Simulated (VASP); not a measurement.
# AlAs (F-43m) in VASP: settings compared

The runs below take AlAs through band structure, with PBEsol, TB-mBJ.

Program: VASP 6.6.1. These are calculated values, not measurements. Logs are shortened: lines on timing, memory, paths and dates and some standing lists are left out, and cuts for length are marked.

**1. The crystal as given**

It takes space group F-43m (No. 216, cubic). The conventional cell has a = 5.682 Å, b = 5.682 Å, c = 5.682 Å, α = 90.00°, β = 90.00°, γ = 90.00°. Around Al (site symmetry -43m) lie 4 As at 2.46 Å. As (site symmetry -43m) is surrounded by 4 Al at 2.46 Å.

**2. Band structure, PBEsol, spin-orbit coupling, no magnetisation**

Input file INCAR:

```
SYSTEM = AlAs
PREC = Accurate ; ENCUT = 520
EDIFF = 1E-6 ; ISMEAR = 0
SIGMA = 0.03 ; LREAL = .False.
LASPH = .True. ; NELM = 80
ALGO = Normal ; ISIF = 2
LWAVE = .False. ; LCHARG = .False.
LNONCOLLINEAR = .True. ; MAGMOM = 0 0 0 0 0 0
LORBIT = 11 ; LSORBIT = .True.
GGA_COMPAT = .False. ; GGA = PS
NBANDS = 22
```

Input file KPOINTS:

```
regular mesh
0
Gamma
  6 6 6
  0 0 0
```

Input file POSCAR:

```
AlAs                                    
1.0
    0.0000000000      2.8408844733      2.8408844733
    2.8408844733      0.0000000000      2.8408844733
    2.8408844733      2.8408844733      0.0000000000
  Al              As            
     1     1
Direct
     0.0000000000000000    0.0000000000000000    0.0000000000000000
     0.2500000000000000    0.2500000000000000    0.2500000000000000
```

Input file KPOINTS_OPT:

```
explicit points
159
Reciprocal
 0.0000000000  0.0000000000  0.0000000000 1
 0.0357142857  0.0000000000  0.0357142857 1
 0.0714285714  0.0000000000  0.0714285714 1
 0.1071428571  0.0000000000  0.1071428571 1
 0.1428571429  0.0000000000  0.1428571429 1
 0.1785714286  0.0000000000  0.1785714286 1
[... 151 lines left out ...]
 0.4250000000  0.0000000000  0.4250000000 1
 0.4500000000  0.0000000000  0.4500000000 1
```

Potentials or basis: VASP PAW PBE potentials, release 64 (Al, As).

Run with:

```
$ cat potpaw_PBE.64/Al/POTCAR potpaw_PBE.64/As/POTCAR > POTCAR
$ mpirun -np 1 vasp_ncl > vasp.out
```

OUTCAR:

```text
SYSTEM = AlAs
   PREC = Accurate
   ENCUT = 520
   EDIFF = 1E-6
   ISMEAR = 0
   LREAL = .False.
   LASPH = .True.
   NELM = 80
   ISIF = 2
   LNONCOLLINEAR = .True.
   LORBIT = 11
   LSORBIT = .True.
   GGA = PS

 ion  position               nearest neighbor table
   1  0.000  0.000  0.000-   2 2.46   2 2.46   2 2.46   2 2.46
   2  0.250  0.250  0.250-   1 2.46   1 2.46   1 2.46   1 2.46

  LATTYP: Found a face centered cubic cell.
 ALAT       =     5.6817689466

  Lattice vectors:

 A1 = (   0.0000000000,   2.8408844733,   2.8408844733)
 A2 = (   2.8408844733,   0.0000000000,   2.8408844733)
 A3 = (   2.8408844733,   2.8408844733,   0.0000000000)

Analysis of symmetry for initial positions (statically):
=====================================================================
 Subroutine PRICEL returns:
 Original cell was already a primitive cell.

 Routine SETGRP: Setting up the symmetry group for a
 face centered cubic supercell.

 Subroutine GETGRP returns: Found 24 space group operations
 (whereof 24 operations were pure point group operations)
 out of a pool of 48 trial point group operations.

The static configuration has the point symmetry T_d .

Analysis of symmetry for dynamics (positions and initial velocities):
=====================================================================
 Subroutine PRICEL returns:
 Original cell was already a primitive cell.

 Routine SETGRP: Setting up the symmetry group for a
 face centered cubic supercell.

 Subroutine GETGRP returns: Found 24 space group operations
 (whereof 24 operations were pure point group operations)
 out of a pool of 48 trial point group operations.

The dynamic configuration has the point symmetry T_d .

Analysis of structural, dynamic, and magnetic symmetry:
=====================================================================
 Subroutine PRICEL returns:
 Original cell was already a primitive cell.

 Routine SETGRP: Setting up the symmetry group for a
 face centered cubic supercell.

[... 673 lines left out ...]
  -------------------------------------------------------------------------------------
  Total        0.0103933      0.0103933      0.0103933     -0.0000000      0.0000000      0.0000000
  in kB        0.3631385      0.3631385      0.3631385     -0.0000000      0.0000000      0.0000000
  external PRESSURE =       0.3631385 kB  Pullay stress =       0.0000000 kB

 VOLUME and BASIS-vectors are now :
 -----------------------------------------------------------------------------
  energy-cutoff  :      520.00
  volume of cell :       45.86
      direct lattice vectors                 reciprocal lattice vectors
     0.000000000  2.840884473  2.840884473    -0.176001525  0.176001525  0.176001525
     2.840884473  0.000000000  2.840884473     0.176001525 -0.176001525  0.176001525
     2.840884473  2.840884473  0.000000000     0.176001525  0.176001525 -0.176001525

 POSITION                                       TOTAL-FORCE (eV/Angst)
 -----------------------------------------------------------------------------------
      0.00000      0.00000      0.00000        -0.000000      0.000000     -0.000000
      1.42044      1.42044      1.42044         0.000000     -0.000000      0.000000
 -----------------------------------------------------------------------------------
    total drift:                                0.000000      0.000000      0.000000

  FREE ENERGIE OF THE ION-ELECTRON SYSTEM (eV)
  ---------------------------------------------------
  free  energy   TOTEN  =       -10.0651981474 eV

  energy  without entropy=      -10.0651981474  energy(sigma->0) =      -10.06519815

 Spin-Orbit-Coupling matrix elements

 Ion:    1  E_soc:     -0.0001805
 l=   1
     0.0000000    -0.0000301    -0.0000301
    -0.0000301     0.0000000    -0.0000301
    -0.0000301    -0.0000301     0.0000000
 l=   2
     0.0000000     0.0000000     0.0000000     0.0000000     0.0000000
     0.0000000     0.0000000     0.0000000     0.0000000     0.0000000
     0.0000000     0.0000000     0.0000000     0.0000000     0.0000000
     0.0000000     0.0000000     0.0000000     0.0000000     0.0000000
     0.0000000     0.0000000     0.0000000     0.0000000     0.0000000
 l=   3
     0.0000000     0.0000000     0.0000000     0.0000000     0.0000000     0.0000000     0.0000000
     0.0000000     0.0000000     0.0000000     0.0000000     0.0000000     0.0000000     0.0000000
     0.0000000     0.0000000     0.0000000     0.0000000     0.0000000     0.0000000     0.0000000
     0.0000000     0.0000000     0.0000000     0.0000000     0.0000000     0.0000000     0.0000000
     0.0000000     0.0000000     0.0000000     0.0000000     0.0000000     0.0000000     0.0000000
     0.0000000     0.0000000     0.0000000     0.0000000     0.0000000     0.0000000     0.0000000
     0.0000000     0.0000000     0.0000000     0.0000000     0.0000000     0.0000000     0.0000000

 Ion:    2  E_soc:     -0.0228898
 l=   1
     0.0000000    -0.0038067    -0.0038067
    -0.0038067     0.0000000    -0.0038067
    -0.0038067    -0.0038067     0.0000000
 l=   2
     0.0000000    -0.0000040     0.0000000    -0.0000040    -0.0000042
    -0.0000040     0.0000000    -0.0000032    -0.0000040    -0.0000011
     0.0000000    -0.0000032     0.0000000    -0.0000032     0.0000000
    -0.0000040    -0.0000040    -0.0000032     0.0000000    -0.0000011
    -0.0000042    -0.0000011     0.0000000    -0.0000011     0.0000000
 l=   3
     0.0000000     0.0000000     0.0000000     0.0000000     0.0000000     0.0000000     0.0000000
     0.0000000     0.0000000     0.0000000     0.0000000     0.0000000     0.0000000     0.0000000
     0.0000000     0.0000000     0.0000000     0.0000000     0.0000000     0.0000000     0.0000000
     0.0000000     0.0000000     0.0000000     0.0000000     0.0000000     0.0000000     0.0000000
     0.0000000     0.0000000     0.0000000     0.0000000     0.0000000     0.0000000     0.0000000
     0.0000000     0.0000000     0.0000000     0.0000000     0.0000000     0.0000000     0.0000000
     0.0000000     0.0000000     0.0000000     0.0000000     0.0000000     0.0000000     0.0000000

 total charge

# of ion       s       p       d       tot
------------------------------------------
    1        0.401   0.364   0.000   0.766
    2        1.196   1.677   0.024   2.897
--------------------------------------------------
tot          1.597   2.041   0.024   3.662

 magnetization (x)

# of ion       s       p       d       tot
------------------------------------------
    1       -0.000  -0.000   0.000  -0.000
    2        0.000   0.000   0.000   0.000
--------------------------------------------------
tot         -0.000   0.000   0.000  -0.000

 magnetization (y)

# of ion       s       p       d       tot
------------------------------------------
    1       -0.000   0.000   0.000  -0.000
    2        0.000   0.000   0.000   0.000
--------------------------------------------------
tot         -0.000   0.000   0.000  -0.000

 magnetization (z)

# of ion       s       p       d       tot
------------------------------------------
    1       -0.000   0.000   0.000   0.000
    2        0.000   0.000   0.000   0.000
--------------------------------------------------
tot         -0.000   0.000   0.000   0.000
```

stdout:

```text
POSCAR found type information on POSCAR AlAs
 POSCAR found :  2 types and       2 ions
 scaLAPACK will be used
 -----------------------------------------------------------------------------
|                                                                             |
|                                                                             |
|     You enforced a specific xc type in the INCAR file but a different       |
|     I HOPE YOU KNOW WHAT YOU ARE DOING!                                     |
|                                                                             |
 -----------------------------------------------------------------------------

 LDA part: xc-table for (Slater+PW92), standard interpolation
 POSCAR, INCAR and KPOINTS ok, starting setup
 FFT: planning ... GRIDC
 FFT: planning ... GRID_SOFT
 FFT: planning ... GRID
 WAVECAR not read
 entering main loop
 Start KPOINTS_OPT (optional k-point list driver)
k-point batch [1-22\159]
k-point batch [23-44\159]
k-point batch [45-66\159]
k-point batch [67-88\159]
k-point batch [89-110\159]
k-point batch [111-132\159]
k-point batch [133-154\159]
k-point batch [155-159\159]
```

Wall time 5.8 min (1 thread of AMD EPYC 7R43 (Zen 3), shared host); peak memory 0.26 GiB.

Results:

- Free energy: -10.0652 eV
- Pressure: 0.0 GPa
- Valence electrons inside the program's atomic spheres: Al 0.77; As 2.90

Caveat: the PAW data sets were made with another functional, which shifts forces and pressure a little.

**3. Band structure, TB-mBJ**

POSCAR is that of step 2.

Input file INCAR.step1:

```
SYSTEM = AlAs
PREC = Accurate ; ENCUT = 520
EDIFF = 1E-5 ; ISMEAR = 0
SIGMA = 0.03 ; LREAL = .False.
LASPH = .True. ; NELM = 80
ALGO = Normal ; ISIF = 2
LWAVE = .True. ; LCHARG = .False.
NBANDS = 11 ; GGA = PE
```

Input file INCAR.step2:

```
SYSTEM = AlAs
PREC = Accurate ; ENCUT = 520
EDIFF = 1E-6 ; ISMEAR = 0
SIGMA = 0.03 ; LREAL = .False.
LASPH = .True. ; NELM = 80
ALGO = Normal ; ISIF = 2
LWAVE = .False. ; LCHARG = .False.
METAGGA = MBJ ; NBANDS = 11
ISTART = 1
```

Input file KPOINTS:

```
regular mesh
0
Gamma
  8 8 8
  0 0 0
```

KPOINTS_OPT is that of step 2.

Potentials or basis: VASP PAW PBE potentials, release 64 (Al, As).

Run with:

```
$ cat potpaw_PBE.64/Al/POTCAR potpaw_PBE.64/As/POTCAR > POTCAR
$ cp INCAR.step1 INCAR
$ mpirun -np 1 vasp_std > vasp.out
$ cp INCAR.step2 INCAR
$ mpirun -np 1 vasp_std > vasp.out
```

Run time: 2.7 min. Hardware: 1 thread of AMD EPYC 7R43 (Zen 3), shared host; peak memory 0.15 GiB.

The run converged. Its results:

```yaml
Band_gap_on_the_k_mesh: 2.18 eV, indirect (least direct gap 2.87 eV)
Band_gap_along_the_path: 2.18 eV, indirect (least direct gap 2.87 eV)
```

Levels at the corners of the path, in eV from the valence-band top:
```
point  band 1  band 2  band 3  band 4  band 5  band 6  band 7  band 8  band 9
    Γ  -11.60    0.00    0.00    0.00    2.87    4.74    4.74    4.74    9.36
    X   -9.71   -5.16   -2.04   -2.04    2.18    2.84   11.15   11.15   12.38
    X   -9.71   -5.16   -2.04   -2.04    2.18    2.84   11.15   11.15   12.38
    W   -9.68   -4.84   -2.94   -2.58    4.89    6.05    6.38    6.49   11.43
    W   -9.68   -4.84   -2.94   -2.58    4.89    6.05    6.38    6.49   11.43
    K   -9.74   -4.91   -3.14   -1.69    2.90    5.45    8.74    9.04    9.16
    K   -9.74   -4.91   -3.14   -1.69    2.90    5.45    8.74    9.04    9.16
    Γ  -11.60    0.00    0.00    0.00    2.87    4.74    4.74    4.74    9.36
    Γ  -11.60    0.00    0.00    0.00    2.87    4.74    4.74    4.74    9.36
    L  -10.24   -5.25   -0.79   -0.79    2.78    5.19    5.19    8.66   11.82
    L  -10.24   -5.25   -0.79   -0.79    2.78    5.19    5.19    8.66   11.82
    U   -9.74   -4.91   -3.14   -1.69    2.90    5.45    8.74    9.04    9.16
    U   -9.74   -4.91   -3.14   -1.69    2.90    5.45    8.74    9.04    9.16
    W   -9.68   -4.84   -2.94   -2.58    4.89    6.05    6.38    6.49   11.43
    W   -9.68   -4.84   -2.94   -2.58    4.89    6.05    6.38    6.49   11.43
    L  -10.24   -5.25   -0.79   -0.79    2.78    5.19    5.19    8.66   11.82
    L  -10.24   -5.25   -0.79   -0.79    2.78    5.19    5.19    8.66   11.82
    K   -9.74   -4.91   -3.14   -1.69    2.90    5.45    8.74    9.04    9.16
    U   -9.74   -4.91   -3.14   -1.69    2.90    5.45    8.74    9.04    9.16
    X   -9.71   -5.16   -2.04   -2.04    2.18    2.84   11.15   11.15   12.38
```

Caveat: the PAW data sets were made with another functional, which shifts forces and pressure a little.

**4. Band structure, TB-mBJ, spin-orbit coupling, no magnetisation**

POSCAR is that of step 3.

INCAR.step1, as its differences from that of step 3:

```diff
@@ -7,2 +7,5 @@
 LWAVE = .True. ; LCHARG = .False.
-NBANDS = 11 ; GGA = PE
+LNONCOLLINEAR = .True. ; MAGMOM = 0 0 0 0 0 0
+LORBIT = 11 ; LSORBIT = .True.
+GGA_COMPAT = .False. ; NBANDS = 22
+GGA = PE
```

INCAR.step2, as its differences from that of step 3:

```diff
@@ -7,3 +7,5 @@
 LWAVE = .False. ; LCHARG = .False.
-METAGGA = MBJ ; NBANDS = 11
-ISTART = 1
+LNONCOLLINEAR = .True. ; MAGMOM = 0 0 0 0 0 0
+LORBIT = 11 ; LSORBIT = .True.
+GGA_COMPAT = .False. ; METAGGA = MBJ
+NBANDS = 22 ; ISTART = 1
```

Input file KPOINTS:

```
regular mesh
0
Gamma
  6 6 6
  0 0 0
```

KPOINTS_OPT is that of step 3.

Run with:

```
$ cat potpaw_PBE.64/Al/POTCAR potpaw_PBE.64/As/POTCAR > POTCAR
$ cp INCAR.step1 INCAR
$ mpirun -np 1 vasp_ncl > vasp.out
$ cp INCAR.step2 INCAR
$ mpirun -np 1 vasp_ncl > vasp.out
```

It took 12 min on 1 thread of AMD EPYC 7R43 (Zen 3), shared host; peak memory 0.3 GiB.

It converged, with:

| Quantity | Value |
| --- | --- |
| Valence electrons inside the program's atomic spheres | Al 0.64; As 3.00 |

Caveat: the PAW data sets were made with another functional, which shifts forces and pressure a little.
